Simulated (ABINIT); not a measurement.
**GaSb: band structure with revPBE**

**Experimental background.**

From a printed reference work, data compilation, for a bulk crystal of GaSb at 4.2 K: band gap 0.811 eV (direct).

Crystal: GaSb.

```
Sb Ga
1.0
     0.00000    3.05900    3.05900
     3.05900    0.00000    3.05900
     3.05900    3.05900    0.00000
Sb Ga
1 1
Direct
  0.75000 0.75000 0.75000
  0.00000 0.00000 0.00000
```

* Program: ABINIT 10.8.3 (patched build)
* Task: band structure
* Functional: revPBE
* Potentials or basis: JTH PAW PBE v2.0
* Cutoff: 463 eV
* k mesh: 8 × 8 × 8
* Occupations: fermi-dirac, width 0.05 eV
* Spin: no spin polarisation
* Fine-grid cutoff: 925.187 eV
* Exchange and correlation inside the PAW spheres: full angular mesh (pawxcdev 0, this build's default; the released program takes 1)

```yaml
Pressure: 3.3 GPa
Band_gap_on_the_k_mesh: 0.10 eV, direct
Band_gap_along_the_path: 0.10 eV, direct
Valence_electrons_inside_the_program's_atomic_spheres: Sb 12.55; Ga 11.04
```

Levels at the corners of the path, in eV from the valence-band top:
```csv
point,band 10,band 11,band 12,band 13,band 14,band 15,band 16,band 17,band 18,band 19
Γ,-14.96,-11.45,0.00,0.00,0.00,0.10,2.80,2.80,2.80,5.97
X,-14.96,-9.01,-6.77,-2.57,-2.57,0.97,1.33,8.74,8.74,10.17
W,-14.97,-8.97,-6.64,-3.33,-3.10,3.71,4.40,4.45,4.83,10.01
K,-14.96,-9.08,-6.59,-3.58,-2.18,1.47,3.93,6.67,6.85,7.64
Γ,-14.96,-11.45,0.00,0.00,0.00,0.10,2.80,2.80,2.80,5.97
L,-14.96,-9.83,-6.33,-1.15,-1.15,0.46,3.78,3.78,6.60,9.48
U,-14.96,-9.08,-6.59,-3.58,-2.18,1.47,3.93,6.67,6.85,7.64
W,-14.97,-8.97,-6.64,-3.33,-3.10,3.71,4.40,4.45,4.83,10.01
L,-14.96,-9.83,-6.33,-1.15,-1.15,0.46,3.78,3.78,6.60,9.48
K,-14.96,-9.08,-6.59,-3.58,-2.18,1.47,3.93,6.67,6.85,7.64
```

It took 110 s on 1 thread of Arm Neoverse V1, with other jobs on the host, peak memory 0.16 GiB.

A measured gap of GaSb is 0.811 eV (direct; 4.2 K; a printed reference work, data compilation); the calculated 0.10 eV misses it by -0.71 eV. Spin-orbit coupling on Ga, Sb is left out. The value is that of revPBE, without temperature or zero-point motion. Semilocal functionals fall short of measured gaps as a rule.

Caveat: the PAW data sets were made with another functional, which shifts forces and pressure a little; spin-orbit coupling is left out, which moves the levels of the heavy elements.
